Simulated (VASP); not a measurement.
A run of VASP 6.6.1:

Contents of INCAR:

```
PREC = Accurate ; ENCUT = 520
EDIFF = 1E-7 ; ISMEAR = 0
SIGMA = 0.05 ; LREAL = Auto
LASPH = T ; NELM = 100
ALGO = Fast ; ISIF = 2
LWAVE = F ; LCHARG = T
GGA = PE ; LELF = T
LVHAR = T ; NBANDS = 48
```

File KPOINTS:

```
regular mesh
0
Gamma
  2 3 1
```

Contents of POSCAR:

```
Al
1.0
    8.1000000000      0.0000000000      0.0000000000
    0.0000000000      5.7275650000      0.0000000000
    0.0000000000      0.0000000000     17.7275650000
Al
21
Direct
    0.0000000000      0.0000000000      0.0564093264
    0.5000000000      0.0000000000      0.0564093264
    0.0000000000      0.5000000873      0.0564093264
    0.5000000000      0.5000000873      0.0564093264
    0.2500000000      0.2499999564      0.1371812767
    0.7500000000      0.2499999564      0.1371812767
    0.2500000000      0.7500000436      0.1371812767
    0.7500000000      0.7500000436      0.1371812767
    0.0043588889     -0.0010260905      0.2126408224
    0.4955854321     -0.0009838387      0.2126446582
    0.0043866667      0.5007476999      0.2126484940
    0.4956018519      0.5008576943      0.2126548683
    0.2499766667      0.2498766928      0.2978279871
    0.7499609877      0.2496682272      0.2917018778
    0.2499561728      0.7498736374      0.3006305152
    0.7499608642      0.7496601086      0.2854819599
   -0.0059851852      0.0040869025      0.3665797869
    0.5058688889      0.0040463967      0.3665793920
   -0.0059862963      0.4955123163      0.3665866124
    0.5059287654      0.4954540018      0.3666029147
    0.7500137037      0.7498996519      0.4376266566
```

Potentials or basis: VASP PAW PBE potentials, release 64 (Al).

Run with:

```bash
$ cat potpaw_PBE.64/Al/POTCAR > POTCAR
$ mpirun -np 1 vasp_std > vasp.out
```

Hardware: 1 thread of Intel(R) Xeon(R) Platinum 8488C (Sapphire Rapids), with other jobs on the host.

**Question.** How long does it take, and how much memory?

**Answer.** Run time: 6.2 min on 1 thread of Intel(R) Xeon(R) Platinum 8488C (Sapphire Rapids) (shared host), peak memory 0.77 GiB. Counts: scf iterations 24, k points 4.
